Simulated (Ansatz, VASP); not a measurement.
**Ir in VASP and in Ansatz**

```xyz
2
Lattice="2.7190 0.0000 0.0000 -1.3595 2.3547 0.0000 0.0000 0.0000 4.4082" Properties=species:S:1:pos:R:3 pbc="T T T"
Ir    1.3595    0.7849    3.3062
Ir    0.0000    1.5698    1.1021
```

This isn't the form of Ir at room conditions, which is fcc.

Alike in both runs: functional PBEsol; k mesh 18 × 18 × 10; occupations gaussian, width 0.1 eV; no spin polarisation.

Ansatz relaxed the structure, and its values are those at the end. VASP's run is a single point on that final structure, the one shown.

```csv
,VASP,Ansatz
version,VASP 6.6.1,Ansatz 0.2.0
potentials or method,"VASP PAW PBE potentials, release 64 (Ir)","scalar-relativistic, plane waves, PAW"
plane-wave cutoff (eV),520,420
valence electrons in the cell,18,34
```

Ansatz gave:

```
gap on the k mesh at the Fermi level (eV) : none
pressure (GPa)                            : 0.0
```

Estimate VASP's values.

gap on the k mesh at the Fermi level (eV): none; pressure (GPa): 1.0.

A gap of «none» marks a metal or a gap that the smearing closes. With one functional, cell and mesh, what is left measures potentials, basis and numerics. The two sets of potentials don't hold the same shells in valence.

Caveats: the PAW data sets were made with another functional, which shifts forces and pressure a little (VASP). Spin-orbit coupling is left out, which matters for the levels of Ir.
